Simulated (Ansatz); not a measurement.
**Structures of BN: which is lowest?**

Plane-wave DFT in Ansatz with scalar-relativistic PAW potentials, cutoff 420 eV, Γ-centred meshes chosen by cell and gap, Gaussian smearing with energies taken to zero width. Every cell was relaxed (cell and atoms) in a run of its own, within the symmetry of its start. Functional: PBEsol.

Relaxed structures (starts from databases or built by putting these elements on another compound's sites):
A. R3m, 2 atoms in the computed cell, a = 2.504 Å, c = 10.445 Å; sites (symmetry × multiplicity) B 3m × 3, N 3m × 3; start: database
B. F-43m, 2 atoms in the computed cell, a = 3.606 Å; sites (symmetry × multiplicity) B -43m × 4, N -43m × 4; start: database
C. P6_3/mmc, 4 atoms in the computed cell, a = 2.504 Å, c = 7.073 Å; sites (symmetry × multiplicity) B -6m2 × 2, N -6m2 × 2; start: database
D. P6_3mc, 4 atoms in the computed cell, a = 2.541 Å, c = 4.203 Å; sites (symmetry × multiplicity) B 3m. × 2, N 3m. × 2; start: database

Q: Rank them by energy. Could pressure change the order?

A:
```tsv
structure	group	E − E(lowest) (meV/atom)	V (Å³/atom)	gap on mesh (eV)
B	F-43m	0.0	5.86	4.30
D	P6_3mc	17.0	5.88	4.96
A	R3m	28.4	9.45	4.24
C	P6_3/mmc	28.6	9.60	4.28
```

B is lowest, 17 meV/atom under D. The two lowest differ in volume by under 3 %, too little for a first-order estimate of what pressure does to that pair (other pairs aren't weighed here); with rigid cells even 3 % in favour of the higher one would need about 15 GPa. Other structures may lie lower than all of these, and vibrations aren't counted.